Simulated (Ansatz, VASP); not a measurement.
SnH5 in VASP and in Ansatz

```
CELL_PARAMETERS angstrom
3.50491 0.00000 0.00000
-1.75245 3.03534 0.00000
0.00000 0.00000 5.59320
ATOMIC_POSITIONS crystal
Sn 0.33333 0.66667 0.00000
H 0.66667 0.33333 0.67300
H 0.33333 0.66667 0.56855
H 0.66667 0.33333 0.50000
H 0.33333 0.66667 0.43145
H 0.66667 0.33333 0.32700
```

Change from the starting cell: species swapped into the CeMg5 type (P-6m2, No. 187).

Alike in both runs: functional PBE; k mesh 12 × 12 × 8; occupations gaussian, width 0.1 eV; no spin polarisation.

Ansatz relaxed the structure, and its values are those at the end. VASP's run is a single point on that final structure, the one shown.

|  | VASP | Ansatz |
| --- | --- | --- |
| version | VASP 6.6.1 | Ansatz 0.2.0 |
| potentials or method | VASP PAW PBE potentials, release 64 (Sn_d, H) | scalar-relativistic, plane waves, PAW |
| plane-wave cutoff (eV) | 520 | 420 |
| valence electrons in the cell | 19 | 19 |

Ansatz gave:

```
gap on the k mesh at the Fermi level (eV) : none
pressure (GPa)                            : 0.0
```

Q: Estimate VASP's values.

A: gap on the k mesh at the Fermi level (eV): none; pressure (GPa): -0.2.

A gap of «none» marks a metal or a gap that the smearing closes.
